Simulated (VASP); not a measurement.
Input of a VASP 6.6.1 run:

Contents of INCAR:

```
PREC = Accurate ; ENCUT = 600
EDIFF = 1E-6 ; ISMEAR = 1
SIGMA = 0.1 ; LREAL = False
LASPH = True ; NELM = 80
ALGO = Normal ; ISIF = 3
LWAVE = False ; LCHARG = False
METAGGA = R2SCAN ; LMIXTAU = True
IBRION = 2 ; NSW = 90
EDIFFG = -0.01 ; KPAR = 2
```

KPOINTS

```
regular mesh
0
Gamma
  18 18 18
```

Contents of POSCAR:

```
Cu
1.0
    0.0000000000      1.8075000000      1.8075000000
    1.8075000000      0.0000000000      1.8075000000
    1.8075000000      1.8075000000      0.0000000000
Cu
1
Direct
    0.0000000000      0.0000000000      0.0000000000
```

Potentials or basis: VASP PAW PBE potentials, release 64 (Cu).

Launch:

```sh
$ cat potpaw_PBE.64/Cu/POTCAR > POTCAR
$ mpirun -np 2 vasp_std > vasp.out
```

Problem. Estimate the relaxed cell.

Solution. a = 2.533 Å, b = 2.533 Å, c = 2.533 Å, α = 60.00°, β = 60.00°, γ = 60.00°.

Problem. Predict the band gap on the k mesh.

Solution. None (metal or under the smearing width).

Step by step:
| step | energy change (eV) | largest force (eV/Å) | pressure (GPa) | volume (Å³) |
| --- | --- | --- | --- | --- |
| 1 | 0.0000 | 0.0000 | -4.11 | 11.81 |
| 2 | -0.0024 | 0.0000 | 2.80 | 11.30 |
| 3 | -0.0040 | 0.0000 | -0.09 | 11.50 |

Caveat: the PAW data sets were made with another functional, which shifts forces and pressure a little.
